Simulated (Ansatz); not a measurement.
**Ti: pressure against volume, fitted**

```
CELL_PARAMETERS angstrom
2.95000 0.00000 0.00000
-1.47500 2.55477 0.00000
0.00000 0.00000 4.68600
ATOMIC_POSITIONS crystal
Ti 0.33333 0.66667 0.25000
Ti 0.66667 0.33333 0.75000
```

Atoms are numbered in the order listed.

The cell is COD entry 9008517, as deposited and not checked against the literature; nothing was relaxed.

The calculation used DFT, PBE, all-electron LAPW, scalar-relativistic in Ansatz 0.2.0.

Settings: a Γ-centred 13×13×7 k mesh, Fermi–Dirac smearing of 0.08 eV, basis error target 0.5 meV/atom, no spin polarisation.

The cell is scaled evenly. Fractional coordinates are held (clamped ions).

| V (Å³/atom) | P (GPa) |
| --- | --- |
| 16.599 | 5.74 |
| 16.952 | 3.07 |
| 17.128 | 1.83 |
| 17.305 | 0.64 |
| 17.482 | -0.50 |
| 17.658 | -1.58 |
| 17.835 | -2.61 |
| 18.011 | -3.60 |
| 18.188 | -4.54 |
| 18.365 | -5.44 |
| 18.718 | -7.11 |

**Question.** Fit a third-order Birch–Murnaghan curve to the pressures.

**Answer.** P = (3B0/2)(y^(7/2) − y^(5/2))[1 + (3/4)(B0′ − 4)(y − 1)] with y = (V0/V)^(2/3) fits within 0.01 GPa for V0 = 17.403 Å³/atom, B0 = 111.4 GPa and B0′ = 3.60.

**Question.** Predict the pressure at the withheld volume, 16.608 Å³/atom.

**Answer.** There y = 1.0317, so the fit gives 5.67 GPa; the run gave 5.67 GPa.
